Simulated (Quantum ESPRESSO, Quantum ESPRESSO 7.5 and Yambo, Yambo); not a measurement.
## LiBr (Fm-3m): G0W0 with and without spin-orbit coupling

Wanted: the effect of spin-orbit coupling on the quasiparticle gap of LiBr (Fm-3m).

Method: PBE and many-body steps on it, plane waves, in Quantum ESPRESSO 7.5 and Yambo 5.3.0.

**1. The structure**

The structure is cubic, space group Fm-3m (No. 225). Conventional cell: a = 5.501 Å, b = 5.501 Å, c = 5.501 Å, α = 90.00°, β = 90.00°, γ = 90.00°. Nearest to Li lie 6 Br at 2.75 Å. Nearest to Br lie 6 Li at 2.75 Å. Farther neighbours and most contacts between anions are not listed.

Coordinates:

```cif
data_structure
_symmetry_space_group_name_H-M 'P 1'
_symmetry_Int_Tables_number 1
_cell_length_a 3.8900
_cell_length_b 3.8900
_cell_length_c 3.8900
_cell_angle_alpha 60.000
_cell_angle_beta 60.000
_cell_angle_gamma 60.000
_cell_volume 41.62
loop_
_atom_site_label
_atom_site_type_symbol
_atom_site_fract_x
_atom_site_fract_y
_atom_site_fract_z
_atom_site_occupancy
Li1 Li 0.00000 0.00000 0.00000 1
Br2 Br 0.50000 0.50000 0.50000 1
```

The cell and positions come from the Crystallography Open Database and are kept as given unless a step says otherwise.

**2. Empty states on the mesh, 4×4×4 mesh, 210 bands**

This step: Quantum ESPRESSO 7.5; DFT, PBE, plane waves, norm-conserving pseudopotentials.

The sums over transitions need many empty states on a uniform mesh; this step solves for them.

Input file pw.in:

```
&control
  calculation = 'nscf'
  prefix = 'x'
  outdir = 'o'
  pseudo_dir = 'pseudo'
/
&system
  ibrav = 0
  nat = 2
  ntyp = 2
  ecutwfc = 76.0
  nbnd = 210
  force_symmorphic = .true.
/
&electrons
  conv_thr = 1e-9
  electron_maxstep = 80
  diago_full_acc = .true.
  diago_thr_init = 5e-6
/
ATOMIC_SPECIES
  Li 6.94 Li.upf
  Br 79.904 Br.upf
CELL_PARAMETERS angstrom
  0.0000000000 2.7506500000 2.7506500000
  2.7506500000 0.0000000000 2.7506500000
  2.7506500000 2.7506500000 0.0000000000
ATOMIC_POSITIONS crystal
  Li 0.0000000000 0.0000000000 0.0000000000
  Br 0.5000000000 0.5000000000 0.5000000000
K_POINTS automatic
  4 4 4 0 0 0
```

Started as:

```sh
$ OMP_NUM_THREADS=1 mpirun -n 4 pw.x -nk 4 -in pw.in > pw.out
```

Output:

```text
Program PWSCF v.7.5 starts

     This program is part of the open-source Quantum ESPRESSO suite
     for quantum simulation of materials; please cite
         "P. Giannozzi et al., J. Phys.:Condens. Matter 21 395502 (2009);
         "P. Giannozzi et al., J. Phys.:Condens. Matter 29 465901 (2017);
         "P. Giannozzi et al., J. Chem. Phys. 152 154105 (2020);
     in publications or presentations arising from this work. More details at

     Atomic positions and unit cell read from directory:
     o/x.save/

     Message from routine setup:
[...]
k =-0.3536-0.3536 0.3536 (  3142 PWs)   bands (ev):

[...]
72.0947  72.0947  72.3074  78.3033  78.9197  81.1973  81.1973  81.7034
     [... 15 further rows ...]
   159.2442 159.5918 160.0052 160.0052 160.0179 160.0179 160.1134 160.1134
   160.3893 160.5872

          k = 0.3536 0.0000 0.0000 (  3122 PWs)   bands (ev):

     [... further k-points ...]

     highest occupied, lowest unoccupied level (ev):     3.6882    8.6263

     XML data file, pseudopotentials, collected wavefunctions

=------------------------------------------------------------------------------=
   JOB DONE.
=------------------------------------------------------------------------------=
```

It took 15 s on 4 MPI ranks of Arm Neoverse V1, shared host; peak memory 0.42 GiB.

Numbers from this step:

- gap: 4.938 eV
- k of the valence top: 0, 0, 0
- k of the conduction bottom: 0, 0, 0
- least direct gap: 4.938 eV
- k points computed: 8
- lowest point of the top converged band, above the valence top: 156.8991 eV

On this mesh the gap is 4.938 eV.

The density comes from a self-consistent run that is not shown.

**3. Conversion and set-up**

This step: Yambo 5.3.0; conversion and set-up on PBE, plane waves, norm-conserving pseudopotentials.

The states are converted to the many-body program's format and the q mesh is built.

Started as:

```sh
$ (cd o/x.save; p2y > p2y.log; mv SAVE ../..); yambo > setup.log
```

Output:

```text
 Yambo, version 5.3.0

 [02] CORE Variables Setup
 =========================

  [02.01] Unit cells
  ==================

  Cell kind             :  FCC
  Atoms in the cell     :  Li  Br
  number of Li atoms    :  1
  number of Br atoms    :  1

  List of atomic masses
  Mass of Li    :  6.940000
  Mass of Br    :  79.90400

  List of atomic coordinates    : [cc]
  Li1       :  0.000000  0.000000  0.000000  order 1
  Br1       :  5.197975  5.197975  5.197975  order 2

  Alat factors          :  5.197975  5.197975  5.197975 [a.u.]
  Direct lattice volume :  280.8876 [a.u.]
[...]
==========================================

 IBZ Q-points                                      :   8
 BZ  Q-points                                      :   64

 K/Q-points units:
 rlu = crystal or reduced units; cc = cartesian coordinates; iku = interal k-units

 Q [1]          [rlu]:  0.000000  0.000000  0.000000
 Q [2]          [rlu]: -0.97745E-17 -0.97745E-17  0.25000
 Q [3]          [rlu]:  0.19549E-16  0.19549E-16 -0.50000
[...]
Q [7]          [rlu]: -0.25816E-17 -0.50000     -0.50000
 Q [8]          [rlu]:  0.250000 -0.500000 -0.250000

  [03.01] X indexes
  =================

   [03.01.01] Sigma indexes
   ========================

 [06] Game Over & Game summary
```

The job ended after 2.3 s (1 MPI rank; peak memory 0.24 GiB).

**4. Scalar-relativistic**

Now the one-shot GW correction: screening in the RPA, then the self-energy of the levels asked for.

This step: G0W0 on PBE, plane waves, norm-conserving pseudopotentials.

Input file gw1.in:

```
HF_and_locXC
gw0
dyson
ppa
em1d
rim_cut
RandQpts= 1000000
RandGvec= 1 RL
EXXRLvcs= 76 Ry
VXCRLvcs= 304 Ry
Chimod= "HARTREE"
% BndsRnXp
 1 | 210 |
%
NGsBlkXp= 17 Ry
% LongDrXp
 1 | 1 | 1 |
%
% GbndRnge
 1 | 210 |
%
DysSolver= "n"
ExtendOut
PPAPntXp= 27.21138 eV
% QPkrange
 1 | 1 | 9 | 12 |
%
```

Started as:

```sh
$ OMP_NUM_THREADS=1 mpirun -n 4 yambo -F gw1.in -J gw1 -C gw1 > gw1.log
```

Output:

```text
 Yambo, version 5.3.0

 [02] CORE Variables Setup
 =========================

  [... cell, symmetries and grids as in the set-up ...]

  [02.05] Energies & Occupations
  ==============================

  [X] === General ===
  [X] Electronic Temperature                        :  0.000000  0.000000 [eV K]
  [X] Bosonic    Temperature                        :  0.000000  0.000000 [eV K]
  [X] Finite Temperature mode                       : no
  [X] El. density                                   :  0.48050E+24 [cm-3]
  [X] Fermi Level                                   :  3.688161 [eV]

  [X] === Gaps and Widths ===
  [X] Conduction Band Min                           :  4.938102 [eV]
  [X] Valence Band Max                              :  0.000000 [eV]
  [X] Filled Bands                                  :  10
  [X] Empty Bands                                   :   11  210
  [X] Direct Gap                                    :  4.938102 [eV]
  [X] Direct Gap localized at k                     :  1
  [X] Indirect Gap                                  :  4.938102 [eV]
  [X] Indirect Gap between kpts                     :  1  1
  [X] Last valence band width                       :  1.136711 [eV]
  [X] 1st conduction band width                     :  3.078079 [eV]

 [03] Transferred momenta grid and indexing
 ==========================================

 IBZ Q-points                                      :   8
 BZ  Q-points                                      :   64

 K/Q-points units:
 rlu = crystal or reduced units; cc = cartesian coordinates; iku = interal k-units

 Q [1]          [rlu]:  0.000000  0.000000  0.000000
 Q [2]          [rlu]: -0.97745E-17 -0.97745E-17  0.25000
 Q [3]          [rlu]:  0.19549E-16  0.19549E-16 -0.50000
 Q [4]          [rlu]:  0.12908E-17  0.25000      0.25000
 Q [5]          [rlu]:  0.21767E-16  0.25000      0.50000
 Q [6]          [rlu]:  0.19549E-16  0.25000     -0.25000
 Q [7]          [rlu]: -0.25816E-17 -0.50000     -0.50000
 Q [8]          [rlu]:  0.250000 -0.500000 -0.250000

 [04] Coloumb potential Random Integration (RIM)
 ===============================================

  [04.01] RIM initialization
  ==========================

  * Diagonal components only detected *

  8 x (sBL volume)        :  0.110387 [a.u.]
  sBZ random points       :  1000000
  Points outside the sBZ  :   7968281
  RL volume               :  0.883094 [a.u.]
  Integrated volume       :  0.886609 [a.u.]

  [04.02] RIM integrals
  =====================

  Gamma point sphere radius             :  0.087014 [a.u.]
  Points outside the sphere             :   800476
  [Int_sBZ(q=0) 1/q^2]*(Vol_sBZ)^(-1/3) =:  7.776341
                                 should be <:  7.795600

  Summary of Coulomb integrals for non-metallic bands |Q|[au] RIM/Bare

  Q [1] 0.100000E-4 0.997530 * Q [2] 0.261708 1.068455
  Q [4] 0.302194 1.066792 * Q [6] 0.427367 1.029758
  Q [5] 0.501132 1.022667 * Q [3] 0.523415 1.020719
  Q [7] 0.604388 1.017590 * Q [8] 0.675726 1.014588

 [05] Dipoles
 ============

  [05.01] Setup: observables and procedures
  =========================================

 [06] Dynamic Dielectric Matrix (PPA)
 ====================================

 [WR./gw1//ndb.pp]---------------------------------------------------------------
  Brillouin Zone Q/K grids (IBZ/BZ)                :    8   64    8   64
  RL vectors                                       :   3839 [WF]
  Coulomb cutoff potential                         : none
  Electronic Temperature                           :  0.000000 [K]
  Bosonic    Temperature                           :  0.000000 [K]
  PPA    diel. fun.  energies                      : Perdew, Burke & Ernzerhof(X)+Perdew, Burke & Ernzerhof(C)
  wavefunctions                                    : Perdew, Burke & Ernzerhof(X)+Perdew, Burke & Ernzerhof(C)
  Global Gauge                                     : length
  X matrix size                                    :   339
  X band range                                     :    1  210
  X e/h energy range                               : -1.000000 -1.000000 [eV]
  X Time ordering                                  : R
  X Hxc Kernel                                     : HARTREE
  X Drude frequency                                :  0.000000  0.000000
  X poles                                          :  100.0000 [o/o]
  RL vectors in the sum                            :   3839
  [r,Vnl] included                                 : yes
  Field direction                                  :  0.577350E-5  0.577350E-5  0.577350E-5
  BZ energy Double Grid                            : no
  BZ energy DbGd points                            : 0
  BZ Q point size factor                           : -1.000000
  X Optical Averaged directions                    : none

 [07] Local Exchange-Correlation + Non-Local Fock
 ================================================

 [VXC] Plane waves :  25125
 [EXS] Plane waves :   3215

 QP @ state[ 1 ] K range:  1  1
 QP @ state[ 1 ] b range:   9  12

 [xc] Functional : Perdew, Burke & Ernzerhof(X)+Perdew, Burke & Ernzerhof(C)
 [xc] LIBXC used to calculate xc functional
  PP Number of Atomic Species                      :  2
  NLCC RL compoments                               :  25125
  PP Number of Atomic Species                      :  2
  NLCC RL compoments                               :  25125

 [xc] E_xc :  -14.20358 [Ha]
      E_xc :  -28.40717 [Ry]

  Local XC kind (lXC) : Perdew, Burke & Ernzerhof(X)+Perdew, Burke & Ernzerhof(C)
  Non-Local XC kind (nlXC) : Hartree-Fock

  Corrections @ K [1] :  [eV]
 <9|nlXC|9> = -20.02596  0.16074E-16 <9|lXC|9> = -14.96863 -0.37763E-15
 <10|nlXC|10> = -20.02594 -0.16190E-16 <10|lXC|10> = -14.96863  0.18882E-15
 <11|nlXC|11> = -5.957623 -0.75241E-18 <11|lXC|11> = -9.798775 -0.56624E-15
 <12|nlXC|12> = -3.739665  0.89185E-18 <12|lXC|12> = -8.709830 -0.12333E-22

 [08] Dyson equation: Newton solver
 ==================================

  [08.01] G0W0 (W PPA)
  ====================

  [  GW  ] Bands range     :    1  210
  [GW/PPA] G damping       :  0.100000 [eV]

  QP @ state[ 1 ] K range:  1  1
  QP @ state[ 1 ] b range:   9  12

   Sc/G bands                                       :    1  210
   Sc/G damping                                     :  0.100000 ev
   Sc bands terminator                              : no
   Sx RL components                                 :   3215

   QP @ state[ 1 ] K range                          :  1  1
   QP @ state[ 1 ] b range                          :   9  12
   GF energies kind                                 : Perdew, Burke & Ernzerhof(X)+Perdew, Burke & Ernzerhof(C)
   GF WF`s kind                                     : Perdew, Burke & Ernzerhof(X)+Perdew, Burke & Ernzerhof(C)
   Xs energies kind                                 : Perdew, Burke & Ernzerhof(X)+Perdew, Burke & Ernzerhof(C)
   Xs WF`s kind                                     : Perdew, Burke & Ernzerhof(X)+Perdew, Burke & Ernzerhof(C)

 [11] Game Over & Game summary
```

Wall time 2.3 min (4 MPI ranks); peak memory 1.6 GiB; 9.3 min of CPU time.

This step gave:

```
G0W0 gap on the points computed              : 7.905 eV
starting gap on the mesh                     : 4.938 eV
k of the valence top                         : 0, 0, 0
k of the conduction bottom                   : 0, 0, 0
least direct G0W0 gap on the computed points : 7.905 eV
Z at the valence top                         : 0.8187
Z at the conduction bottom                   : 0.8481
```

The gap on the mesh goes from 4.94 eV to 7.90 eV, a correction of +2.97 eV.

**5. Empty states on the mesh, 4×4×4 mesh, 420 bands**

This step: Quantum ESPRESSO 7.5; DFT, PBE with spin-orbit coupling, plane waves, norm-conserving pseudopotentials.

Changes to pw.in since step 2:

```diff
@@ -11,4 +11,6 @@
   ecutwfc = 76.0
-  nbnd = 210
+  nbnd = 420
   force_symmorphic = .true.
+  noncolin = .true.
+  lspinorb = .true.
 /
```

Started as:

```sh
$ OMP_NUM_THREADS=1 mpirun -n 4 pw.x -nk 4 -in pw.in > pw.out
```

Output:

```text
[banner, memory and clock lines left out]
Program PWSCF v.7.5 starts

     Atomic positions and unit cell read from directory:
     o/x.save/

     Message from routine setup:
     using ibrav=0 with symmetry is DISCOURAGED, use correct ibrav instead

     G-vector sticks info

     bravais-lattice index     =            0
     lattice parameter (alat)  =       7.3510  a.u.
     unit-cell volume          =     280.8876 (a.u.)^3
     number of atoms/cell      =            2
     number of atomic types    =            2
     number of electrons       =        20.00
[...]
[... 41 further rows ...]
[...]
164.2303 164.2303 165.1991 165.1991

          k =-0.3536-0.3536 0.3536 (  3142 PWs)   bands (ev):

[...]
42.3434  42.3434  42.3435  42.3435  43.6098  43.6098  45.4637  45.4637
     [... 41 further rows ...]
   160.0059 160.0059 160.0286 160.0286 160.1123 160.1123 160.1144 160.1144
   160.3898 160.3898 160.5840 160.5840

          k = 0.3536 0.0000 0.0000 (  3122 PWs)   bands (ev):

     [... further k-points ...]

     highest occupied, lowest unoccupied level (ev):     3.8688    8.6300

     XML data file, pseudopotentials, collected wavefunctions
```

It took 92 s on 4 MPI ranks; peak memory 1.1 GiB; 6.1 min of CPU time.

Numbers from this step:

```
gap                                                           : 4.761 eV
k of the valence top                                          : 0, 0, 0
k of the conduction bottom                                    : 0, 0, 0
least direct gap                                              : 4.761 eV
k points computed                                             : 8
lowest point of the top converged band, above the valence top : 156.7152 eV
```

On this mesh the gap is 4.761 eV.

The density comes from a self-consistent run that is not shown, made with spin-orbit coupling and fully relativistic files.

(Continued in part 2 of 2.)

[Paths, hosts, dates, memory and timing lines, banners, echoed tables and standing remarks are left out of the program output.]

[Logs are printed without paths, hosts, clocks, repeated set-up lines and the standing remarks that a program may print on its own settings, such as how far it seeks lower states.]

[Runs of the session that timed out or met a known fault of the program may be left out.]

[Hosts, paths, dates, database ids (printed as entryN), source tags and the programs' standing remarks are cut or masked in the printed files.]
